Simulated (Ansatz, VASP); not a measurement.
**PtSe2: VASP beside Ansatz**

Contents of INCAR:

```
ALGO = Normal
EDIFF = 1E-6
ENCUT = 520
GGA = PS
ISIF = 2
ISMEAR = 0
LASPH = T
LCHARG = F
LREAL = F
LWAVE = F
NBANDS = 18
NELM = 80
PREC = Accurate
SIGMA = 0.1
```

Contents of KPOINTS:

```
k-points
0
Gamma
  6 6 4
```

POSCAR

```
PtSe2
1.0
    3.7240002924      0.0000000000      0.0000000000
   -1.8620001462      3.2250788569      0.0000000000
    0.0000000000      0.0000000000      5.0619995757
Pt Se
1 2
Direct
    0.0000000000      0.0000000000      0.0000000000
    0.3333333333      0.6666666667      0.2500000000
    0.6666666667      0.3333333333      0.7500000000
```

Input for Ansatz:

```yaml
crystal:
  lattice:
    - [3.7240002924, 0.0, 0.0]
    - [-1.8620001462, 3.2250788569, 0.0]
    - [0.0, 0.0, 5.0619995757]
  atoms:
    - { symbol: Pt, position: [0.0, 0.0, 0.0] }
    - { symbol: Se, position: [0.3333333333, 0.6666666667, 0.25] }
    - { symbol: Se, position: [0.6666666667, 0.3333333333, 0.75] }
basis:
  ecutwfc: 420
kpoints:
  mp_grid: { grid: [6, 6, 4] }
hamiltonian:
  xc: pbesol
scf:
  occupations: { method: gaussian, width: 0.1 }
output:
  forces: true
  stress: true
  eigenvalues: true
```

Alike in both runs: task single point; functional PBEsol; k mesh 6 × 6 × 4; occupations gaussian, width 0.1 eV; no spin polarisation.

```csv
,VASP,Ansatz
version,VASP 6.6.1,Ansatz 0.2.0
potentials or method,"VASP PAW PBE potentials, release 64 (Pt, Se)","scalar-relativistic, plane waves, PAW"
plane-wave cutoff (eV),520,420
valence electrons in the cell,22,50
```

```csv
,VASP,Ansatz,Ansatz less VASP
gap on the k mesh at the Fermi level (eV),none,none,-
pressure (GPa),2.2,2.1,-0.10
largest component of the traceless stress (GPa),0.99,0.96,-0.037
rms of the force components (eV/Å),0.163,0.154,-0.0089
```

Atom by atom the forces differ by 0.009 eV/Å (rms over components). A gap of «none» marks a metal or a gap that the smearing closes. The two sets of potentials don't hold the same shells in valence.

Caveats: the PAW data sets were made with another functional, which shifts forces and pressure a little (VASP). Spin-orbit coupling is left out, which matters for the levels of Pt.
